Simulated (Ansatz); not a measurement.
# PbTe: the cost of one run

All numbers below are computed with Ansatz 0.2.0 (DFT PBE, scalar-relativistic, plane waves, PAW).

4 further runs of the same task are left out: 4 set aside as unsound or not needed.

## Step 1: The starting structure

The cell holds 32 atoms (CuPb15Te16): a = 11.379 Å, b = 11.379 Å, c = 11.379 Å, α = 109.47°, β = 109.47°, γ = 109.47°.

The coordinates of this cell stand in the input of its own run.

The host was relaxed before at PBE: a = 6.570 Å, b = 6.570 Å, c = 6.570 Å, α = 90.00°, β = 90.00°, γ = 90.00° (conventional cell), 35.442 Å³/atom.

Places, in fractions of the supercell: Cu in place of Pb at (0.250, 0.750, 0.500). The start keeps the symmetry of the ideal site.

## Step 2: Band edges of the host over the zone

Input file input.yaml:

```yaml
crystal:
  lattice:
    - [0.0, 3.2847785971, 3.2847785971]
    - [3.2847785971, 0.0, 3.2847785971]
    - [3.2847785971, 3.2847785971, 0.0]
  atoms:
    - { symbol: Te, position: [0.0, 0.0, 0.0] }
    - { symbol: Pb, position: [0.5, 0.5, 0.5] }
basis:
  ecutwfc: 420
  xc_grid: 2
kpoints:
  mp_grid: { grid: [6, 6, 6] }
  band_path: { path: [VBM, CBM], npoints: 2 }
hamiltonian:
  xc: pbe
scf:
  occupations: { method: gaussian, width: 0.02 }
output:
  forces: true
  stress: true
  eigenvalues: true
```

Run with:

```console
ansatz run input.yaml --threads 8 --pin off --max-ram 16384MiB --backend cpu --events-out ev --progress --plain --runs-dir out
```

Q: Estimate wall time and peak memory on 8 threads of Arm Neoverse V1, shared host.

About 1.2 s, with a peak of 0.39 GiB.
